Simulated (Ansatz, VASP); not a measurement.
**One calculation of SrO, two programs**

```xyz
4
Lattice="4.2903 0.0000 0.0000 -2.1452 3.7155 0.0000 0.0000 0.0000 5.1842" Properties=species:S:1:pos:R:3 pbc="T T T"
Sr    0.0000    2.4770    4.8601
Sr    2.1452    1.2385    2.2681
O     0.0000    2.4770    2.2681
O     2.1452    1.2385    4.8601
```

Measurements of this composition are mostly on another form, of space group No. 225.

Alike in both runs: task single point; functional r2SCAN; k mesh 6 × 6 × 6; occupations gaussian, width 0.02 eV; no spin polarisation.

|  | VASP | Ansatz |
| --- | --- | --- |
| version | VASP 6.6.1 | Ansatz 0.2.0 |
| potentials or method | VASP PAW PBE potentials, release 64 (Sr_sv, O) | scalar-relativistic, plane waves, PAW |
| plane-wave cutoff (eV) | 520 | 500 |
| valence electrons in the cell | 32 | 32 |

```csv
,VASP,Ansatz,Ansatz less VASP
gap on the k mesh at the Fermi level (eV),2.98,2.99,+0.009
least direct gap on the mesh (eV),2.98,2.99,+0.009
```

With one functional, cell and mesh, what is left measures potentials, basis and numerics.

 A k mesh can miss the band edges. r2SCAN opens gaps a little over a GGA but as a rule still falls short of measured ones.
